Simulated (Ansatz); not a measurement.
# GaN (F-43m) in Ansatz: reference runs

Reference runs on GaN: the cell as given and a disturbed copy.

Everything below comes from runs of Ansatz 0.2.0. Logs are shortened: lines on timing, memory, paths and dates and some standing lists are left out, and cuts for length are marked.

**The experiment to reproduce.**

From a printed reference work, textbook, for a bulk crystal of GaN at 0 K: band gap 3.299 eV (direct).

The runs below are set against these values where they give the same quantity.

## 1. The crystal as given

The structure is cubic, space group F-43m (No. 216). The conventional cell has a = 4.507 Å, b = 4.507 Å, c = 4.507 Å, α = 90.00°, β = 90.00°, γ = 90.00°. Ga (site symmetry -43m) has 4 N at 1.95 Å as nearest neighbours. N (site symmetry -43m) has 4 Ga at 1.95 Å as nearest neighbours.

The cell is a database's computed one.

## 2. Single point, PBE

File input.yaml:

```yaml
crystal:
  lattice:
    - [0.0, 2.2535006075, 2.2535006075]
    - [2.2535006075, 0.0, 2.2535006075]
    - [2.2535006075, 2.2535006075, 0.0]
  atoms:
    - { symbol: Ga, position: [0.0, 0.0, 0.0] }
    - { symbol: "N", position: [0.25, 0.25, 0.25] }
kpoints:
  mp_grid: { grid: [10, 10, 10] }
scf:
  occupations: { method: fermi_dirac, width: 0.05 }
hamiltonian:
  xc: pbe
  pseudopotentials: { kind: all_electron, lapw: { basis_error: 0.001 } }
output:
  forces: true
  stress: true
  eigenvalues: true
  populations: true
```

Potentials or basis: all-electron LAPW, scalar-relativistic.

Command:

```sh
ansatz run input.yaml --threads 1 --pin off --max-ram 3072MiB --backend cpu --events-out ev --progress --plain --runs-dir out
```

The program printed:

```text
Warning: RAYON_NUM_THREADS=1 ignored (pool sized by the plan → 1); use --threads N
Ga: projections on atomic orbitals take those of the free atom 1s2 2s2 2p6 3s2 3p6 3d10 4s2 4p1, of charge +0.00 (hamiltonian.pseudopotentials.projection_atoms)
N: projections on atomic orbitals take those of the free atom 1s2 2s2 2p3, of charge +0.00 (hamiltonian.pseudopotentials.projection_atoms)
LAPW: plane waves up to 10.519 Å⁻¹, error target 1.0e-3 eV per atom; small_component_spin mean_spin; N in spheres of 0.857 Å, 7 of its electrons in bands, Dirac shells []; Ga in spheres of 1.095 Å, 21 of its electrons in bands, Dirac shells [] (how accurate: hamiltonian.pseudopotentials.lapw.basis_error, Limitations)
Engine: ansatz 0.2.0, x86_64-unknown-linux-gnu
Pseudopotentials: kind: all_electron
Pseudopotential: Ga, LAPW, valence charge 21, lapw/all_electron/scalar/gaussian/Ga, Koelling and Harmon's equation, gaussian nucleus
Pseudopotential: N, LAPW, valence charge 7, lapw/all_electron/scalar/gaussian/N, Koelling and Harmon's equation, gaussian nucleus
Functional definition: PBE
  parameter kappa = 0.804
  parameter beta = 0.06672455060314922
  exchange = pbe_x(kappa = kappa, mu = beta*pi^2/3)
  correlation = pbe_c(beta = beta)
Crystal: 2 atoms, lattice volume = 22.888 Å³
Basis set: ecut = 421.5492411671274 eV, 459 PW (Γ), exchange–correlation at level 2
Bands: 18, of which v1, the nominal top of the filled ones, is band 14 counted from 1 (13 counted from 0)
Symmetry: 24 space group operations
Space group: F-43m (ITA 216), of the structure as read, at distance tolerance 2.8e-5 Å
k-points: 47 of 1000 (time reversal used)
Non-local potential: Ga, projectors of the file, none
Non-local potential: N, projectors of the file, none
Initial density: superposition of atomic densities (chi_scale 0.1, normalization cell, long waves kept (reshape's long-wave potential 0.00 eV rms))
Initial wavefunctions: plane waves of lowest kinetic energy (no species holds an atomic orbital)
Functional: x = pbe(κ = 0.804, μ = 0.2195149727645171), c = pbe(β = 0.06672455060314922)
iter 1 solved again at ethr=1.89e-2 eV; its pass at ethr=1.00e-1 eV (dr2=5.29e0 eV) is discarded
SCF iter   1: F=—  HF=-54392.852122 eV  |F-HF|=—  |Δ(HF+E_count)|=         —  Δρ=1.36e-1  dr2=5.29e0  ethr=1.89e-2  ⟨swp⟩=2.0  Hψ=5518  notcnv=0
preconditioner: auto → none  [insulator: Δε(μ)=3.174 eV  Ē_g=18.314 eV  σ=0.050 eV  W_gap=1.00  n_scr=14 (ndim 8)  ℏωp=32.9 eV  f_vac=0.000  D(μ)=0.00/eV (n_scr^D=0)  ε∞_Penn≈4.2]
SCF iter   2: F=—  HF=-54391.349361 eV  |F-HF|=—  |Δ(HF+E_count)|=    1.50e0  Δρ=5.85e-2  dr2=6.66e-1  ethr=1.89e-2  ⟨swp⟩=3.0  Hψ=2677  notcnv=0
iter 3 solved again at ethr=1.43e-4 eV; its pass at ethr=2.38e-3 eV (dr2=4.00e-2 eV) is discarded
SCF iter   3: F=—  HF=-54390.863247 eV  |F-HF|=—  |Δ(HF+E_count)|=   4.86e-1  Δρ=1.50e-2  dr2=4.01e-2  ethr=1.43e-4  ⟨swp⟩=2.0  Hψ=4445  notcnv=0
SCF iter   4: F=—  HF=-54390.864431 eV  |F-HF|=—  |Δ(HF+E_count)|=         —  Δρ=2.66e-3  dr2=1.74e-3  ethr=1.43e-4  ⟨swp⟩=2.0  Hψ=2534  notcnv=0
the basis was enlarged: its passes take 186.8 KiB over the memory plan, 1 of 1 planned eigensolver slots
SCF iter   5: F=—  HF=-54390.858991 eV  |F-HF|=—  |Δ(HF+E_count)|=   5.44e-3  Δρ=4.53e-4  dr2=4.43e-5  ethr=6.20e-6  ⟨swp⟩=2.8  Hψ=2406  notcnv=0
SCF iter   6: F=—  HF=-54390.858915 eV  |F-HF|=—  |Δ(HF+E_count)|=   7.53e-5  Δρ=2.39e-4  dr2=5.21e-6  ethr=1.58e-7  ⟨swp⟩=3.0  Hψ=2487  notcnv=0
SCF iter   7: F=—  HF=-54390.858919 eV  |F-HF|=—  |Δ(HF+E_count)|=   4.17e-6  Δρ=4.31e-5  dr2=1.96e-7  ethr=1.86e-8  ⟨swp⟩=3.0  Hψ=2453  notcnv=0
SCF iter   8: F=-54390.858920 eV  HF=-54390.858920 eV  |F-HF|=2.54e-9  |Δ(HF+E_count)|=   2.06e-7  Δρ=3.41e-6  dr2=1.57e-9  ethr=7.00e-10  ⟨swp⟩=3.0  Hψ=2483  notcnv=0
SCF 1 converged in 8 iterations: F = -54390.858920 eV  dr2 = 1.57e-9
SCF converged after 8 iterations
Free energy (F): -54390.858920 eV
Harris-Foulkes:  -54390.858920 eV  (|F-HF|=2.54e-9)
Internal energy: -54390.858920 eV  (E = F + TS)
E sigma→0 (E₀):  -54390.858920 eV
Fermi energy:    12.312198 eV
--- Per-component energies (eV) ---
  E_band       = -1451.228500
  E_kinetic    = 55428.848803
  E_xc         = -2248.781886
  E_electrostatic = -107570.925836  (all electrons and nuclei)
  E_smearing   = -0.000000  (= −TS)
  E_closure    = 0.000000  (closes the sum)
  E_atoms      = -54378.687074  (free atoms, spherical and without spin; not in F)
  Σ components = -54390.858920   (vs F -54390.858920, Δ=0.00e0)
  Basis errors (estimates in eV, not in F): energy 4.5e-4 per atom: plane waves 4.0e-4 (2.4e-4 summed), levels above the bands 3.0e-102, relativity 6.3e-8, radial functions 4.5e-5, core shells 2.3e-10; eigenvalues (radial functions only) 1.0e-5; not estimated: angular momenta, meshes, grids; target (lapw.basis_error) 1.0e-3; muffin-tin radii N 0.857 Å, Ga 1.095 Å
--- Forces (eV/Å), atoms counted from 1 ---
  atom   1  Ga    -0.00000000     0.00000000     0.00000000
  atom   2  N      0.00000000    -0.00000000     0.00000000
  max |Σ_I F_I| component: 3.70e-17 eV/Å
--- Stress (GPa, compression-positive) ---
        4.934185      -0.000000       0.000000
       -0.000000       4.934185       0.000000
        0.000000       0.000000       4.934185
  P = ⅓ Tr σ = 4.9342 GPa (49.342 kbar)
--- Band table (eV; the first three rows and the last of 47) ---
  k-point 0: bands = ["-363.7358", "-130.6402", "-81.3840", "-81.3840", "-81.3840", "-4.5284", "-2.0914", "-2.0914", "-2.0914", "-1.7760", "-1.7760", "11.4006", "11.4006", "11.4006", "13.1348", "21.7147", "21.7147", "21.7147"]
  k-point 1: bands = ["-363.7358", "-130.6402", "-81.3841", "-81.3840", "-81.3840", "-4.4194", "-2.0779", "-2.0779", "-2.0515", "-1.7772", "-1.7772", "10.3033", "11.2942", "11.2942", "13.9909", "21.2166", "21.8779", "21.8779"]
  k-point 2: bands = ["-363.7358", "-130.6402", "-81.3845", "-81.3841", "-81.3841", "-4.1464", "-2.0466", "-2.0466", "-1.8847", "-1.7759", "-1.7759", "8.4943", "11.0325", "11.0325", "15.0707", "20.4370", "22.1391", "22.1391"]
  k-point 46: bands = ["-363.7358", "-130.6401", "-81.3851", "-81.3848", "-81.3846", "-3.4768", "-1.9521", "-1.9076", "-1.7777", "-1.7487", "0.1787", "5.6540", "7.8146", "7.8444", "17.2304", "19.6041", "22.1305", "22.5932"]
--- Löwdin populations: 2 sites ---
  site symbol       q [e]
     0     Ga     30.2069
     1      N      7.7634
  spilling = 0.000782 (of n_electrons = 38.000000)
```

Wall time 28 s (1 thread of AMD EPYC 7R43 (Zen 3), shared host); peak memory 0.33 GiB.

What came out:

```yaml
Free_energy: -54390.8589 eV
Pressure: 4.9 GPa
Band_gap_on_the_k_mesh: 1.73 eV, direct
Loewdin_charges: Ga +0.79; N -0.76 e
```

## 3. Equation of state, PBE

Potentials or basis: all-electron LAPW, scalar-relativistic.

No new run: the results of the series are fitted here.

What came out:

- Equilibrium volume: 11.76 Å³/atom
- Bulk modulus: 172 GPa
- Pressure derivative of the bulk modulus: 4.4

Energy against volume, from the lowest point:
| volume (Å³/atom) | energy (meV/atom) |
| --- | --- |
| 10.757 | 53.24 |
| 10.986 | 30.34 |
| 11.215 | 14.29 |
| 11.444 | 4.38 |
| 11.673 | 0.00 |
| 11.902 | 0.60 |
| 12.131 | 5.69 |

## 4. Single point, PBE (atoms moved at random, drawn with an rms of 0.05 Å)

Changes to input.yaml since step 2:

```diff
@@ -6,4 +6,4 @@
   atoms:
-    - { symbol: Ga, position: [0.0, 0.0, 0.0] }
-    - { symbol: "N", position: [0.25, 0.25, 0.25] }
+    - { symbol: Ga, position: [0.006426, -0.001686, -0.00531] }
+    - { symbol: "N", position: [0.242501, 0.248197, 0.256623] }
 kpoints:
```

Potentials or basis: all-electron LAPW, scalar-relativistic.

Command:

```sh
ansatz run input.yaml --threads 1 --pin off --max-ram 3072MiB --backend cpu --events-out ev --progress --plain --runs-dir out
```

The program printed:

```text
Warning: RAYON_NUM_THREADS=1 ignored (pool sized by the plan → 1); use --threads N
Ga: projections on atomic orbitals take those of the free atom 1s2 2s2 2p6 3s2 3p6 3d10 4s2 4p1, of charge +0.00 (hamiltonian.pseudopotentials.projection_atoms)
N: projections on atomic orbitals take those of the free atom 1s2 2s2 2p3, of charge +0.00 (hamiltonian.pseudopotentials.projection_atoms)
LAPW: plane waves up to 10.699 Å⁻¹, error target 1.0e-3 eV per atom; small_component_spin mean_spin; N in spheres of 0.842 Å, 7 of its electrons in bands, Dirac shells []; Ga in spheres of 1.079 Å, 21 of its electrons in bands, Dirac shells [] (how accurate: hamiltonian.pseudopotentials.lapw.basis_error, Limitations)
Engine: ansatz 0.2.0, x86_64-unknown-linux-gnu
Pseudopotentials: kind: all_electron
Pseudopotential: Ga, LAPW, valence charge 21, lapw/all_electron/scalar/gaussian/Ga, Koelling and Harmon's equation, gaussian nucleus
Pseudopotential: N, LAPW, valence charge 7, lapw/all_electron/scalar/gaussian/N, Koelling and Harmon's equation, gaussian nucleus
Functional definition: PBE
  parameter kappa = 0.804
  parameter beta = 0.06672455060314922
  exchange = pbe_x(kappa = kappa, mu = beta*pi^2/3)
  correlation = pbe_c(beta = beta)
Crystal: 2 atoms, lattice volume = 22.888 Å³
Basis set: ecut = 436.1240997317433 eV, 459 PW (Γ), exchange–correlation at level 2
Bands: 18, of which v1, the nominal top of the filled ones, is band 14 counted from 1 (13 counted from 0)
Symmetry: 1 space group operations
Space group: P1 (ITA 1), of the structure as read, at distance tolerance 2.8e-5 Å
k-points: 504 of 1000 (time reversal used)
Non-local potential: Ga, projectors of the file, none
Non-local potential: N, projectors of the file, none
[... 19 lines left out ...]
Internal energy: -54390.848403 eV  (E = F + TS)
E sigma→0 (E₀):  -54390.848403 eV
Fermi energy:    12.329131 eV
--- Per-component energies (eV) ---
  E_band       = -1451.284449
  E_kinetic    = 55428.910863
  E_xc         = -2248.788710
  E_electrostatic = -107570.970557  (all electrons and nuclei)
  E_smearing   = -0.000000  (= −TS)
  E_closure    = 0.000000  (closes the sum)
  E_atoms      = -54378.687074  (free atoms, spherical and without spin; not in F)
  Σ components = -54390.848403   (vs F -54390.848403, Δ=0.00e0)
  Basis errors (estimates in eV, not in F): energy 4.6e-4 per atom: plane waves 4.1e-4 (2.5e-4 summed), levels above the bands 3.0e-102, relativity 1.0e-7, radial functions 4.3e-5, core shells 3.7e-10; eigenvalues (radial functions only) 8.3e-6; not estimated: angular momenta, meshes, grids; target (lapw.basis_error) 1.0e-3; muffin-tin radii N 0.842 Å, Ga 1.079 Å
--- Forces (eV/Å), atoms counted from 1 ---
  atom   1  Ga     0.32327611    -0.01003809    -0.38618730
  atom   2  N     -0.32327255     0.01003742     0.38618246
  max |Σ_I F_I| component: 4.85e-6 eV/Å
--- Stress (GPa, compression-positive) ---
        5.084914       1.879863       0.047590
        1.879863       5.179907      -1.572507
        0.047590      -1.572507       5.044904
  P = ⅓ Tr σ = 5.1032 GPa (51.032 kbar)
--- Band table (eV; the first three rows and the last of 504) ---
  k-point 0: bands = ["-363.7338", "-130.6432", "-81.3988", "-81.3857", "-81.3762", "-4.5347", "-2.1067", "-2.0954", "-2.0774", "-1.7795", "-1.7790", "11.3199", "11.3944", "11.4815", "13.1353", "21.6575", "21.7191", "21.7856"]
  k-point 1: bands = ["-363.7338", "-130.6432", "-81.3988", "-81.3857", "-81.3764", "-4.4237", "-2.0815", "-2.0769", "-2.0540", "-1.7808", "-1.7804", "10.2396", "11.2795", "11.3693", "13.9801", "21.2732", "21.8291", "21.9078"]
  k-point 2: bands = ["-363.7338", "-130.6431", "-81.3989", "-81.3857", "-81.3767", "-4.1454", "-2.0470", "-2.0382", "-1.8977", "-1.7793", "-1.7791", "8.4275", "10.9986", "11.1072", "15.0662", "20.4900", "22.0746", "22.2361"]
  k-point 503: bands = ["-363.7338", "-130.6431", "-81.3992", "-81.3867", "-81.3768", "-3.6464", "-2.0095", "-2.0046", "-1.7322", "-1.7312", "-0.5073", "4.3514", "10.3198", "10.5500", "16.0548", "20.1279", "21.5615", "21.9933"]
--- Löwdin populations: 2 sites ---
  site symbol       q [e]
     0     Ga     30.2064
     1      N      7.7638
  spilling = 0.000784 (of n_electrons = 38.000000)
```

populations.tsv:

```text
# site	symbol	l	j	q
# orbitals = lowdin
# n_electrons = 38.000000
# spilling = 0.000784
# projection_atom_Ga: 1s2 2s2 2p6 3s2 3p6 3d10 4s2 4p1
# projection_atom_N: 1s2 2s2 2p3
0	Ga	0_1S	-	1.999986
0	Ga	0_2S	-	1.999305
0	Ga	0_3S	-	1.983679
0	Ga	0_4S	-	0.781533
0	Ga	1_2P	-	5.999985
0	Ga	1_3P	-	5.994043
0	Ga	1_4P	-	1.466235
0	Ga	2_3D	-	9.981662
1	N	0_1S	-	1.995116
1	N	0_2S	-	1.428400
1	N	1_2P	-	4.340269
```

Run time: 4.7 min. Hardware: 1 thread of AMD EPYC 7R43 (Zen 3), shared host; peak memory 1 GiB.

What came out:

```
Free energy            : -54390.8484 eV
Pressure               : 5.1 GPa
Largest force          : 0.504 eV/Å
Band gap on the k mesh : 1.65 eV, direct
Loewdin charges        : Ga +0.79; N -0.76 e
```

Forces on the atoms (eV/Å):
```
Ga   0.323 -0.010 -0.386
N   -0.323  0.010  0.386
```

## 5. Overview

```csv
task,cell,cutoff (eV),basis error allowed,gap on the mesh (eV),pressure (GPa)
single point,as given,422,0.001 eV/atom,1.73,4.9
equation of state,as given,-,0.0005 eV/atom,-,-
single point,"atoms moved at random, drawn with an rms of 0.05 Å",436,0.001 eV/atom,1.65,5.1
```

Alike in all rows: level PBE; potentials or basis all-electron LAPW, scalar-relativistic; no spin polarisation; k mesh 10 × 10 × 10; smearing fermi-dirac 0.05 eV.

Compare energies only between runs with the same functional and basis.

## 6. Against experiment

Step 2. Measured gap of GaN: 3.299 eV (direct; 0 K; a printed reference work, textbook). This calculation gives 1.73 eV (-1.56 eV). Spin-orbit coupling on Ga is left out. The value is that of PBE, without temperature or zero-point motion. Semilocal functionals fall short of measured gaps as a rule. The cell is a database's relaxed one, not the measured one, which moves gaps too.
